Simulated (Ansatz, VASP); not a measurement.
BN in VASP and in Ansatz

```
B N
1.0
     2.40383    0.00000    0.00000
    -1.20192    2.25526    0.00000
     0.00000    0.00000    6.66120
B N
2 2
Direct
  0.33333 0.66667 0.25000
  0.66667 0.33333 0.75000
  0.33333 0.66667 0.75000
  0.66667 0.33333 0.25000
```

Change from the starting cell: strain -0.0400 x Voigt [1, -1, 0, 0, 0, 0], atoms carried along.

Alike in both runs: task single point; functional PBEsol; k mesh 12 × 12 × 4; occupations gaussian, width 0.05 eV; no spin polarisation.

|  | VASP | Ansatz |
| --- | --- | --- |
| version | VASP 6.6.1 | Ansatz 0.2.0 |
| potentials or method | VASP PAW PBE potentials, release 64 (B, N) | scalar-relativistic, plane waves, PAW |
| plane-wave cutoff (eV) | 520 | 420 |
| valence electrons in the cell | 16 | 16 |

|  | VASP | Ansatz | Ansatz less VASP |
| --- | --- | --- | --- |
| gap on the k mesh at the Fermi level (eV) | 3.73 | 3.74 | +0.011 |
| least direct gap on the mesh (eV) | 4.60 | 4.61 | +0.010 |
| pressure (GPa) | 2.6 | 2.3 | -0.30 |
| largest component of the traceless stress (GPa) | 30.78 | 30.43 | -0.358 |
| rms of the force components (eV/Å) | 0.507 | 0.500 | -0.0065 |

Atom by atom the forces differ by 0.006 eV/Å (rms over components).

Caveats: the PAW data sets were made with another functional, which shifts forces and pressure a little (VASP); this functional lacks dispersion, which binds the layers, so the pressure and a relaxed spacing across them are unreliable. A k mesh can miss the band edges.
